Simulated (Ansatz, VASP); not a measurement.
## Re in VASP and in Ansatz

```
Re
1.0
     0.00000    1.97500    2.07375
     1.97500    0.00000    2.07375
     1.97500    1.97500    0.00000
Re
1
Direct
  0.00000 0.00000 0.00000
```

Change from the starting cell: strain +0.000 along x and y, +0.050 along z, atoms carried along.

Alike in both runs: task single point; functional PBE; k mesh 20 × 20 × 20; occupations gaussian, width 0.15 eV; no spin polarisation.

```csv
,VASP,Ansatz
version,VASP 6.6.1,Ansatz 0.2.0
potentials or method,"VASP PAW PBE potentials, release 64 (Re)","scalar-relativistic, plane waves, PAW"
plane-wave cutoff (eV),520,420
valence electrons in the cell,7,15
```

VASP gave:

| Quantity | Value |
| --- | --- |
| gap on the k mesh at the Fermi level (eV) | none |
| pressure (GPa) | -23.6 |
| largest component of the traceless stress (GPa) | 8.05 |

Question: Estimate Ansatz's values.

Answer: gap on the k mesh at the Fermi level (eV): none; pressure (GPa): -22.8; largest component of the traceless stress (GPa): 8.18.

A gap of «none» marks a metal or a gap that the smearing closes. The two sets of potentials don't hold the same shells in valence.

Caveats: so large a pressure means that the cell lies far from this level's equilibrium, or that cutoff or potentials fall short (VASP). The runs have no spin-orbit coupling, so splittings on Re are missing.
